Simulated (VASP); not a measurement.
## Se: relaxation of cell and atoms with PBE

The system is Se.

```
Se
1.0
     1.92500    1.11140    0.88167
    -1.92500    1.11140    0.88167
     0.00000   -2.22280    0.88167
Se
1
Direct
  0.00000 0.00000 0.00000
```

This isn't the form of Se at room conditions, which is trigonal, of chains.

- Program: VASP 6.6.1
- Task: relaxation of cell and atoms
- Functional: PBE
- Potentials or basis: VASP PAW PBE potentials, release 64 (Se)
- Cutoff: 700 eV
- k mesh: 15 × 15 × 15
- Occupations: gaussian, width 0.02 eV
- Spin: no spin polarisation
- Target pressure: 125 GPa
- Further INCAR settings: ALGO = Normal; EDIFF = 1e-07; IBRION = 2; EDIFFG = -0.002; NSW = 80; ISIF = 3
- Target pressure: 125 GPa

```json
{
 "Relaxed volume": "12.06 Å³/atom",
 "Relaxed cell": "a = 2.445 Å, b = 2.445 Å, c = 2.445 Å, α = 107.34°, β = 107.34°, γ = 107.34°",
 "Space group after relaxing (to 0.05 Å)": "R-3m (No. 166)",
 "Energy change on relaxing (the enthalpy is what falls)": "-656.6 meV/atom",
 "Ionic steps": "17",
 "Pressure after relaxing": "125.0 GPa",
 "Band gap on the k mesh": "none (metal or under the smearing width)"
}
```

The path:
| step | energy change (eV) | largest force (eV/Å) | pressure (GPa) | volume (Å³) |
| --- | --- | --- | --- | --- |
| 1 | 0.0000 | 0.0000 | 161.34 | 11.32 |
| 2 | -2.3420 | 0.0000 | 30.36 | 16.06 |
| 3 | -0.7472 | 0.0000 | 120.04 | 12.17 |
| 4 | -0.6620 | 0.0000 | 124.78 | 12.06 |
| 5 | -0.6501 | 0.0000 | 125.44 | 12.05 |
| 6 | -0.6495 | 0.0000 | 125.43 | 12.05 |
| 7 | -0.6490 | 0.0000 | 125.42 | 12.05 |
| 8 | -0.6552 | 0.0000 | 125.08 | 12.05 |
| 9 | -0.6581 | 0.0000 | 124.92 | 12.06 |
| 10 | -0.6566 | 0.0000 | 124.97 | 12.06 |
| 11 | -0.6561 | 0.0000 | 125.02 | 12.05 |
| 12 | -0.6563 | 0.0000 | 125.02 | 12.05 |
| 13 | -0.6565 | 0.0000 | 125.01 | 12.05 |
| 14 | -0.6565 | 0.0000 | 125.01 | 12.05 |
| 15 | -0.6566 | 0.0000 | 125.01 | 12.05 |
| 16 | -0.6567 | 0.0000 | 125.01 | 12.06 |
| 17 | -0.6566 | 0.0000 | 125.00 | 12.06 |

Final structure:
```
Se
1.0
     1.96954    1.13712    0.89711
    -1.96954    1.13712    0.89711
     0.00000   -2.27423    0.89711
Se
1
Direct
  0.00000 0.00000 0.00000
```

Levels at points of the mesh, in eV from the Fermi level:
| k point | band 1 | band 2 | band 3 | band 4 | band 5 | band 6 | band 7 |
| --- | --- | --- | --- | --- | --- | --- | --- |
| (0.00, 0.00, 0.00) | -22.67 | 5.03 | 7.11 | 7.11 | 12.28 | 12.28 | 14.46 |

Wall time 3.1 min on 1 thread of Intel(R) Xeon(R) Platinum 8559C (Emerald Rapids), on a shared host, peak memory 0.18 GiB.

Caveat: the cell is relaxed towards a set pressure, so the enthalpy falls and the energy may rise. PBE usually gives volumes a little too large and moduli too small.
